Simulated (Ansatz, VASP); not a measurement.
# Two plane-wave programs on InP

```xyz
2
Lattice="0.0000 2.9538 2.9538 2.9538 0.0000 2.9538 2.9538 2.9538 0.0000" Properties=species:S:1:pos:R:3 pbc="T T T"
In    0.0000    0.0000    0.0000
P     1.4769    1.4769    1.4769
```

The cell was built by a generator and needn't be a form met in nature.

Alike in both runs: task single point; functional r2SCAN; k mesh 8 × 8 × 8; no spin polarisation.

|  | VASP | Ansatz |
| --- | --- | --- |
| version | VASP 6.6.1 | Ansatz 0.2.0 |
| potentials or method | VASP PAW PBE potentials, release 64 (In_d, P) | plane waves, PAW |
| plane-wave cutoff (eV) | 520 | 500 |
| occupations | gaussian, width 0.01 eV | fixed |
| valence electrons in the cell | 18 | 18 |

```tsv
	VASP	Ansatz	Ansatz less VASP
gap on the k mesh at the Fermi level (eV)	1.03	1.03	-0.004
pressure (GPa)	-0.1	0.0	+0.10
```

Caveats: the PAW data sets were made with another functional, which shifts forces and pressure a little (VASP); spin-orbit coupling is left out, which moves the levels of the heavy elements. r2SCAN opens gaps a little over a GGA but as a rule still falls short of measured ones.
